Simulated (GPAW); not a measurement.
Something may be wrong with this GPAW 26.7.0 calculation of In.

File run.py:

```python
from ase import Atoms
from ase.dft.bandgap import bandgap
from ase.io import write
from ase.units import GPa
from gpaw import GPAW, PW

atoms = Atoms(['In'],
              cell=[[-1.62547, 1.62547, 2.4737],
                    [1.62547, -1.62547, 2.4737],
                    [1.62547, 1.62547, -2.4737]],
              scaled_positions=[[0.0, 0.0, 0.0]],
              pbc=True)

calc = GPAW(mode=PW(600),
            xc='LDA',
            kpts={'size': (11, 11, 11), 'gamma': True},
            occupations={'name': 'fermi-dirac', 'width': 0.05},
            nbands=5,
            convergence={'density': 1e-05, 'energy': 1e-05},
            maxiter=50,
            txt='gpaw.txt')
atoms.calc = calc
energy = atoms.get_potential_energy()
forces = atoms.get_forces()
stress = atoms.get_stress()
calc.write('gs.gpw')
write('result.traj', atoms)
print(f'Energy: {energy:.6f} eV')
print('Forces (eV/A):')
print(forces.round(4))
print('Stress (GPa):', (stress / GPa).round(3))
print('Fermi level:', round(calc.get_fermi_level(), 4), 'eV')
print(f'Gap: {bandgap(calc)[0]:.4f} eV, direct: {bandgap(calc, direct=True)[0]:.4f} eV')
```

Potentials or basis: the program's PAW data sets (release 1.2.1) made for this functional, pw.

Run with:

```bash
$ OMP_NUM_THREADS=1 python run.py
```

gpaw.txt:

```text
__  _  _
 | _ |_)|_||  |
 |__||  | ||/\| - 26.7.0

Input parameters:
  mode=PW(ecut=600.0),
  convergence={'density': 1e-05, 'energy': 1e-05},
  kpts=MonkhorstPack(size=(11, 11, 11), gamma=True),
  maxiter=50,
  nbands=5,
  occupations=Occupations(name='fermi-dirac', width=0.05),
  xc=XC(name='LDA')
```

On the terminal:

```text
ValueError: Too few bands!  Electrons: 13.0, bands: 5
```

Problem. How did it end, and where is the flaw?

Solution. The program refused the input. The input holds a flaw that was put in on purpose: fewer bands than the electrons need (nbands = 5).

A sound run on the same cell differs in these lines of the main input:
```diff
@@ -18 +18 @@
-            nbands=5,
+            nbands=14,
@@ -20 +20 @@
-            maxiter=50,
+            maxiter=150,
```
